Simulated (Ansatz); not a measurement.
ZnSnN2 as one 8-atom ordering (P-4m2) on the zincblende lattice, relaxed with r2SCAN. It is tetragonal, P-4m2 (No. 115); conventional cell a = 3.481 Å, c = 9.033 Å, 13.68 Å³ an atom. Zn is surrounded by 4 N at 1.94–2.19 Å; N is surrounded by 4 Zn at 1.94 Å; N is surrounded by 2 Sn at 2.01 Å and 2 Zn at 2.19 Å; Sn is surrounded by 4 N at 2.01–2.18 Å; N is surrounded by 4 Sn at 2.18 Å.

```cif
data_structure
_symmetry_space_group_name_H-M 'P-4m2'
_symmetry_Int_Tables_number 115
_cell_length_a 3.4806
_cell_length_b 3.4806
_cell_length_c 9.0327
_cell_angle_alpha 90.000
_cell_angle_beta 90.000
_cell_angle_gamma 90.000
_cell_volume 109.43
loop_
_atom_site_label
_atom_site_type_symbol
_atom_site_symmetry_multiplicity
_atom_site_Wyckoff_symbol
_atom_site_fract_x
_atom_site_fract_y
_atom_site_fract_z
_atom_site_occupancy
Zn1 Zn 2 g 0.50000 0.00000 0.90443 1
N1 N 1 b 0.50000 0.50000 0.00000 1
N2 N 2 e 0.00000 0.00000 0.24326 1
Sn1 Sn 2 g 0.50000 0.00000 0.35530 1
N3 N 1 c 0.50000 0.50000 0.50000 1
```

The questions ask for values computed with Ansatz on this geometry. The cell comes from a prototype generator: it can be a known phase or a hypothetical one. No magnetic order is allowed.

Question: What gap does PBE give, and where are the band edges?

Answer: PBE gives no gap: the lowest nominally empty band dips 0.09 eV below the top of the last filled one (its bottom at Γ–Z (0.10 of the way from Γ), the top at X), so the cell is a metal or semimetal at this level.

Question: What does PBE+SOC give for the gap (8×8×4 mesh)?

Answer: With PBE+SOC the bands overlap by 0.08 eV (counted from 1, band 72 peaks at k = (1/8, 1/4, -1/2) and band 73 bottoms out at Γ): no gap.

Question: Estimate the gap with HSE06 on 4×4×2.

Answer: HSE06 gives an indirect gap of 0.11 eV, from X to Γ; the least direct gap is 0.25 eV at Γ.

Only the levels marked +SOC include spin-orbit coupling.

Coordinates of k points refer to the reciprocal vectors of the primitive cell of the runs.

The meshes of the hybrids are coarse, so their gaps aren't converged to the digits shown.
